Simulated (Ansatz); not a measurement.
This InP structure is the end of a relaxation. The cell was found from a structure generator's guess, not taken from experiment.

All numbers below come from Ansatz, DFT PBE, scalar-relativistic, plane waves, PAW. Cutoff 420 eV, Γ-centred mesh, Gaussian smearing, no spin polarisation.

```
CELL_PARAMETERS angstrom
7.27733 0.00000 0.00000
0.00000 7.27733 0.00000
0.00000 0.00000 4.21543
ATOMIC_POSITIONS crystal
In 0.67811 0.67811 0.00000
In 0.82189 0.17811 0.50000
In 0.32189 0.32189 0.00000
In 0.17811 0.82189 0.50000
P 0.81948 0.81948 0.50000
P 0.68052 0.31948 0.00000
P 0.18052 0.18052 0.50000
P 0.31948 0.68052 0.00000
```

Formation energies are uncorrected and refer to the elements' standard structures at the same level. The references include black phosphorus.

Question: What space group does it have?

Answer: P4_2/mnm (No. 136). Conventional cell: a = 7.277 Å, c = 4.215 Å. In has 4 P at 2.56–2.61 Å; P has 4 In at 2.56–2.61 Å.

Question: What is its formation energy per atom?

Answer: −0.186 eV/atom. A negative formation energy is needed for stability but isn't enough: competing phases decide.

Question: Is it a metal?

Answer: No, the gap on the 6×6×8 mesh is 0.57 eV.

Question: From what recipe could a structure generator have reached it?

Answer: One such recipe: 4-connected net, two elements alternating (P4_2/mnm, No. 136). Other recipes can lead to the same cell.

The last run used a 6×6×8 mesh (in the run's order of axes) for its 8-atom cell and Gaussian smearing of 0.02 eV. Kohn–Sham gaps at this level usually fall short of measured ones. The reference form of P is held partly by dispersion forces, which this level lacks. Symmetry constrained the relaxation, so the result can be a saddle point.
